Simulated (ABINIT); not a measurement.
# Ag (P-1) in ABINIT: convergence with tolvrs

Aim: find how far tolvrs must go before the results for Ag settle, at RPBE. This setting moves, with any that are tied to it; all else stays.

Program: ABINIT 10.8.3 (patched build). These are calculated values, not measurements. Logs are shortened: lines on timing, memory, paths and dates and some standing lists are left out, and cuts for length are marked. The log counts tension as positive stress, the text compression.

## Step 1: The cell of the first run

The typed cell holds 1 atom: a = 2.903 Å, b = 2.849 Å, c = 2.929 Å, α = 59.37°, β = 60.94°, γ = 59.11°.

The cell isn't the ideal one: cell strained at random at fixed volume.

## Step 2: With tolvrs 0.01

Input file run.abi:

```
pp_dirpath "./"
pseudos "Ag_ONCV_PBE-1.2.upf"

acell 3*1.0
rprim
    -0.0117597657     3.8524485900     3.9064418448
     3.8077471185     0.0887150826     3.8059651068
     3.9412033569     3.8854280903    -0.0447411557
ntypat 1
znucl 47
natom 1
typat 1
xred
     0.0022060000     0.0285520000    -0.0104340000
chkprim 0
chksymtnons 0
tolsym 1.0e-6

ecut 26.0

kptopt 1
ngkpt 8 8 8
nshiftk 1
shiftk 0.0 0.0 0.0

ixc 15

nband 14
occopt 3
tsmear 0.1 eV

nstep 100
tolvrs 0.01

iomode 3
prtwf 0
prtden 0
prteig 0
prtebands 0
```

Potentials or basis: SG15 NC PBE v1.2.

Started as:

```bash
abinit run.abi > log 2>&1
```

It took 33 s on 1 thread of Arm Neoverse V2, shared host; peak memory 0.09 GiB.

Results (log left out):

```yaml
Free_energy: -3914.3978 eV
Pressure: 9.9 GPa
Band_gap_on_the_k_mesh: none (metal or under the smearing width)
Valence_electrons_inside_the_program's_atomic_spheres: Ag 16.36 (radii [1.0584] Å)
```

## Step 3: With tolvrs 0.001

Edit run.abi of step 2 so:

```diff
@@ -32,3 +32,3 @@
 nstep 100
-tolvrs 0.01
+tolvrs 0.001
```

Potentials or basis: SG15 NC PBE v1.2.

Started as:

```bash
abinit run.abi > log 2>&1
```

Wall time 32 s (1 thread of Arm Neoverse V2, shared host); peak memory 0.09 GiB.

It converged, with:

```
Free energy                                           : -3914.3978 eV
Pressure                                              : 9.9 GPa
Band gap on the k mesh                                : none (metal or under the smearing width)
Valence electrons inside the program's atomic spheres : Ag 16.36 (radii [1.0584] Å)
```

## Step 4: With tolvrs 0.0001

Edit run.abi of step 3 so:

```diff
@@ -32,3 +32,3 @@
 nstep 100
-tolvrs 0.001
+tolvrs 0.0001
```

Started as:

```bash
abinit run.abi > log 2>&1
```

Wall time 38 s (1 thread of Arm Neoverse V2, shared host); peak memory 0.09 GiB.

The run converged. Its results:

```
Free energy                                           : -3914.3978 eV
Pressure                                              : 9.6 GPa
Band gap on the k mesh                                : none (metal or under the smearing width)
Valence electrons inside the program's atomic spheres : Ag 16.36 (radii [1.0584] Å)
```

## Step 5: With tolvrs 1e-05

Edit run.abi of step 4 so:

```diff
@@ -32,3 +32,3 @@
 nstep 100
-tolvrs 0.0001
+tolvrs 1.0e-5
```

Started as:

```bash
abinit run.abi > log 2>&1
```

Run time: 43 s. Hardware: 1 thread of Arm Neoverse V2, shared host; peak memory 0.09 GiB.

It converged, with:

```
Free energy                                           : -3914.3978 eV
Pressure                                              : 10.0 GPa
Band gap on the k mesh                                : none (metal or under the smearing width)
Valence electrons inside the program's atomic spheres : Ag 16.36 (radii [1.0584] Å)
```

## Step 6: With tolvrs 1e-06

Edit run.abi of step 5 so:

```diff
@@ -32,3 +32,3 @@
 nstep 100
-tolvrs 1.0e-5
+tolvrs 1.0e-6
```

Potentials or basis: SG15 NC PBE v1.2.

Started as:

```bash
abinit run.abi > log 2>&1
```

It took 43 s on 1 thread of Arm Neoverse V2, shared host; peak memory 0.09 GiB.

Results (log left out):

| Property | Result |
| --- | --- |
| Free energy | -3914.3978 eV |
| Pressure | 10.0 GPa |
| Band gap on the k mesh | none (metal or under the smearing width) |
| Valence electrons inside the program's atomic spheres | Ag 16.36 (radii [1.0584] Å) |

## Step 7: With tolvrs 1e-08

Edit run.abi of step 6 so:

```diff
@@ -32,3 +32,3 @@
 nstep 100
-tolvrs 1.0e-6
+tolvrs 1.0e-8
```

Started as:

```bash
abinit run.abi > log 2>&1
```

Wall time 49 s (1 thread of Arm Neoverse V2, shared host); peak memory 0.09 GiB.

The run converged. Its results:

```yaml
Free_energy: -3914.3978 eV
Pressure: 9.9 GPa
Band_gap_on_the_k_mesh: none (metal or under the smearing width)
Valence_electrons_inside_the_program's_atomic_spheres: Ag 16.36 (radii [1.0584] Å)
```

## Step 8: With tolvrs 1e-10

Edit run.abi of step 7 so:

```diff
@@ -32,3 +32,3 @@
 nstep 100
-tolvrs 1.0e-8
+tolvrs 1.0e-10
```

Started as:

```bash
abinit run.abi > log 2>&1
```

Wall time 60 s (1 thread of Arm Neoverse V2, shared host); peak memory 0.09 GiB.

The run converged. Its results:

```yaml
Free_energy: -3914.3978 eV
Pressure: 9.9 GPa
Band_gap_on_the_k_mesh: none (metal or under the smearing width)
Valence_electrons_inside_the_program's_atomic_spheres: Ag 16.36 (radii [1.0584] Å)
```

## Step 9: With tolvrs 1e-13

Edit run.abi of step 8 so:

```diff
@@ -32,3 +32,3 @@
 nstep 100
-tolvrs 1.0e-10
+tolvrs 1.0e-13
```

Potentials or basis: SG15 NC PBE v1.2.

Started as:

```bash
abinit run.abi > log 2>&1
```

run.abo:

```text
.Version 10.8.3 of ABINIT
 Symmetries : space group P-1 (#  2); Bravais aP (primitive triclinic)
================================================================================
 Values of the parameters that define the memory need of the present run
     intxc =       0    ionmov =       0      iscf =       7    lmnmax =       6
     lnmax =       6     mgfft =      27  mpssoang =       3    mqgrid =    3001
     natom =       1  nloc_mem =       1    nspden =       1   nspinor =       1
    nsppol =       1      nsym =       2    n1xccc =       0    ntypat =       1
    occopt =       3   xclevel =       2
       mpw =         742          nfft =       19683          nkpt =         260
================================================================================
================================================================================

--------------------------------------------------------------------------------
------------- Echo of variables that govern the present computation ------------
--------------------------------------------------------------------------------
 -outvars: echo values of preprocessed input variables --------
            acell      1.0000000000E+00  1.0000000000E+00  1.0000000000E+00 Bohr
              amu      1.07868200E+02
          chkprim           0
      chksymtnons           0
             ecut      2.60000000E+01 Hartree
                       outvar_i_n : Printing only first  50 k-points.
              ixc          15
                       outvar_i_n : Printing only first  50 k-points.
         kptrlatt        8    0    0      0    8    0      0    0    8
          kptrlen      4.29059760E+01
            natom           1
            nband          14
            ngfft          27      27      27
             nkpt         260
            nstep         100
             nsym           2
           ntypat           1
                       prtocc : prtvol=0, do not print more k-points.
           occopt           3
           prtden           0
        prtebands           0
           prteig           0
            prtwf           0
            rprim     -1.1759765700E-02  3.8524485900E+00  3.9064418448E+00
                       3.8077471185E+00  8.8715082600E-02  3.8059651068E+00
                       3.9412033569E+00  3.8854280903E+00 -4.4741155700E-02
          spgroup           2
           tolsym      1.00000000E-06
           tolvrs      1.00000000E-13
           tsmear      3.67493222E-03 Hartree
            typat      1
                       outvars : Printing only first  50 k-points.
           xangst      3.5756682903E-02 -1.5615523150E-02  6.2311863102E-02
            xcart      6.7570337858E-02 -2.9509062066E-02  1.1775235566E-01
             xred      2.2060000000E-03  2.8552000000E-02 -1.0434000000E-02
            znucl       47.00000

================================================================================

 chkinp: Checking input parameters for consistency.

================================================================================
== DATASET  1 ==================================================================

[... 68 lines left out ...]
etotal    :  -1.43851467E+02
entropy   :   0.00000000E+00
fermie    :   3.70734209E-01
cartesian_stress_tensor: # hartree/bohr^3
- [ -3.32494740E-04,   4.91703917E-05,  -6.01972125E-05, ]
- [  4.91703917E-05,  -3.44997736E-04,   1.94453710E-05, ]
- [ -6.01972125E-05,   1.94453710E-05,  -3.35300778E-04, ]
pressure_GPa:   9.9325E+00
xred      :
- [  2.2060E-03,   2.8552E-02,  -1.0434E-02, Ag]
cartesian_forces: # hartree/bohr
- [ -0.00000000E+00,  -0.00000000E+00,  -0.00000000E+00, ]
force_length_stats: {min:   0.00000000E+00, max:   0.00000000E+00, mean:   0.00000000E+00, }
...

 Integrated electronic density in atomic spheres:
 ------------------------------------------------
 Atom  Sphere_radius  Integrated_density
    1        2.00000         16.36172230
================================================================================

 ----iterations are completed or convergence reached----

 Mean square residual over all n,k,spin=   64.409E-10; max=  76.326E-07
 reduced coordinates (array xred) for    1 atoms
       0.002206000000      0.028552000000     -0.010434000000
 rms dE/dt=  0.0000E+00; max dE/dt=  0.0000E+00; dE/dt below (all hartree)
    1       0.000000000000      0.000000000000      0.000000000000

 cartesian coordinates (angstrom) at end:
    1      0.03575668290341    -0.01561552314999     0.06231186310185

 cartesian forces (hartree/bohr) at end:
    1     -0.00000000000000    -0.00000000000000    -0.00000000000000
 frms,max,avg= 0.0000000E+00 0.0000000E+00   0.000E+00  0.000E+00  0.000E+00 h/b

 cartesian forces (eV/Angstrom) at end:
    1     -0.00000000000000    -0.00000000000000    -0.00000000000000
 frms,max,avg= 0.0000000E+00 0.0000000E+00   0.000E+00  0.000E+00  0.000E+00 e/A
 length scales=  1.000000000000  1.000000000000  1.000000000000 bohr
              =  0.529177210544  0.529177210544  0.529177210544 angstroms
 Fermi (or HOMO) energy (hartree) =   0.37073   Average Vxc (hartree)=  -0.45585
 Eigenvalues (hartree) for nkpt= 260  k points:
 kpt#   1, nband= 14, wtk=  0.00195, kpt=  0.0000  0.0000  0.0000 (reduced coord)
  -3.01232   -1.66743   -1.66733   -1.66730    0.08858    0.18825    0.19244    0.20097
   0.23092    0.23431    0.96776    1.07438    1.09455    1.14013
      occupation numbers for kpt#   1
   2.00000    2.00000    2.00000    2.00000    2.00000    2.00000    2.00000    2.00000
   2.00000    2.00000    0.00000    0.00000    0.00000    0.00000
 prteigrs : prtvol=0 or 1, do not print more k-points.

--- !EnergyTerms
iteration_state     : {dtset: 1, }
comment             : Components of total free energy in Hartree
kinetic             :  4.81634437098132E+01
hartree             :  3.26677919006934E+01
xc                  : -1.36226262176157E+01
Ewald energy        : -1.07163199916963E+02
psp_core            :  5.57449500312639E+00
local_psp           : -1.02375610894987E+02
non_local_psp       : -7.09527343432745E+00
internal            : -1.43850979850261E+02
'-kT*entropy'       : -4.86661865031616E-04
total_energy        : -1.43851466512126E+02
total_energy_eV     : -3.91439781731225E+03
band_energy         : -1.37127475089802E+01
...

 Cartesian components of stress tensor (hartree/bohr^3)
  sigma(1 1)= -3.32494740E-04  sigma(3 2)=  1.94453710E-05
  sigma(2 2)= -3.44997736E-04  sigma(3 1)= -6.01972125E-05
  sigma(3 3)= -3.35300778E-04  sigma(2 1)=  4.91703917E-05

-Cartesian components of stress tensor (GPa)         [Pressure=  9.9325E+00 GPa]
- sigma(1 1)= -9.78233300E+00  sigma(3 2)=  5.72102566E-01
- sigma(2 2)= -1.01501838E+01  sigma(3 1)= -1.77106314E+00
- sigma(3 3)= -9.86488946E+00  sigma(2 1)=  1.44664287E+00

== END DATASET(S) ==============================================================
================================================================================

 -outvars: echo values of variables after computation  --------
            acell      1.0000000000E+00  1.0000000000E+00  1.0000000000E+00 Bohr
           etotal     -1.4385146651E+02
            fcart     -0.0000000000E+00 -0.0000000000E+00 -0.0000000000E+00
            rprim     -1.1759765700E-02  3.8524485900E+00  3.9064418448E+00
                       3.8077471185E+00  8.8715082600E-02  3.8059651068E+00
                       3.9412033569E+00  3.8854280903E+00 -4.4741155700E-02
           strten     -3.3249474046E-04 -3.4499773625E-04 -3.3530077752E-04
                       1.9445370973E-05 -6.0197212545E-05  4.9170391701E-05
           xangst      3.5756682903E-02 -1.5615523150E-02  6.2311863102E-02
             xred      2.2060000000E-03  2.8552000000E-02 -1.0434000000E-02
 Calculation completed.
```

It took 65 s on 1 thread of Arm Neoverse V2, shared host; peak memory 0.09 GiB.

What came out:

```yaml
Free_energy: -3914.3978 eV
Pressure: 9.9 GPa
Band_gap_on_the_k_mesh: none (metal or under the smearing width)
Valence_electrons_inside_the_program's_atomic_spheres: Ag 16.36 (radii [1.0584] Å)
```

## Step 10: Summary

```
tolvrs  energy less the tightest run, at zero smearing (meV/atom)  pressure (GPa)  SCF cycles  CPU time (s)  peak memory (GiB)
  0.01                                                       0.00            9.88           4            33               0.09
 0.001                                                       0.00            9.88           4            32               0.09
0.0001                                                       0.00            9.61           5            38               0.09
 1e-05                                                       0.00            9.97           6            43               0.09
 1e-06                                                       0.00            9.97           6            43               0.09
 1e-08                                                       0.00            9.93           7            49               0.09
 1e-10                                                       0.00            9.93           9            60               0.09
 1e-13                                                       0.00            9.93          10            65               0.09
```

Against the tightest run, the energy stays within 1 meV/atom from 0.01 on; the pressure stays within 0.1 GPa from 1e-05 on. The tightest run that finished is the yardstick and may itself not be fully converged.

Caveats: the potentials were made for another functional, which shifts forces and pressure.
